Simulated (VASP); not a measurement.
Crystal: V.

```xyz
2
Lattice="2.6923 0.0000 0.0000 -1.3462 2.3316 0.0000 0.0000 0.0000 4.3966" Properties=species:S:1:pos:R:3 pbc="T T T"
V     0.0000    1.5544    1.0992
V     1.3462    0.7772    3.2975
```

This isn't the form of V at room conditions, which is bcc.

| Item | Value |
| --- | --- |
| Program | VASP 6.6.1 |
| Task | relaxation of cell and atoms |
| Functional | PBEsol |
| Potentials or basis | VASP PAW PBE potentials, release 64 (V_sv) |
| Cutoff | 600 eV |
| k mesh | 6 × 6 × 4 |
| Occupations | gaussian, width 0.1 eV |
| Spin | no spin polarisation |

At the start: pressure -5.7 GPa; volume 13.80 Å³/atom.

Question: Where does the relaxation end?

Answer: Over 11 steps the energy falls by 46.5 meV/atom and the volume is 13.27 Å³/atom (-3.9 %); space group P6_3/mmc (No. 194, to 0.05 Å).

Step by step:
| step | energy change (eV) | largest force (eV/Å) | pressure (GPa) | volume (Å³) |
| --- | --- | --- | --- | --- |
| 1 | 0.0000 | 0.0000 | -5.65 | 27.60 |
| 2 | -0.0312 | 0.0000 | 7.55 | 25.69 |
| 3 | -0.0383 | 0.0000 | 3.38 | 26.23 |
| 4 | -0.0809 | 0.0000 | 3.44 | 26.11 |
| 5 | -0.0869 | 0.0000 | 3.82 | 26.02 |
| 6 | -0.0829 | 0.0000 | -4.56 | 27.23 |
| 7 | -0.0930 | 0.0000 | -0.02 | 26.54 |
| 8 | -0.0930 | 0.0000 | 0.06 | 26.53 |
| 9 | -0.0930 | 0.0000 | 0.04 | 26.53 |
| 10 | -0.0930 | 0.0000 | 0.03 | 26.54 |
| 11 | -0.0930 | 0.0000 | 0.03 | 26.53 |

Final structure:
```cif
data_structure
_symmetry_space_group_name_H-M 'P 1'
_symmetry_Int_Tables_number 1
_cell_length_a 2.5602
_cell_length_b 2.5602
_cell_length_c 4.6745
_cell_angle_alpha 90.000
_cell_angle_beta 90.000
_cell_angle_gamma 120.000
_cell_volume 26.53
loop_
_atom_site_label
_atom_site_type_symbol
_atom_site_fract_x
_atom_site_fract_y
_atom_site_fract_z
_atom_site_occupancy
V1 V 0.33333 0.66667 0.25000 1
V2 V 0.66667 0.33333 0.75000 1
```

Caveat: the k mesh is coarse (spacing up to 0.45 Å⁻¹), so the values aren't converged; the PAW data sets were made with another functional, which shifts forces and pressure a little.
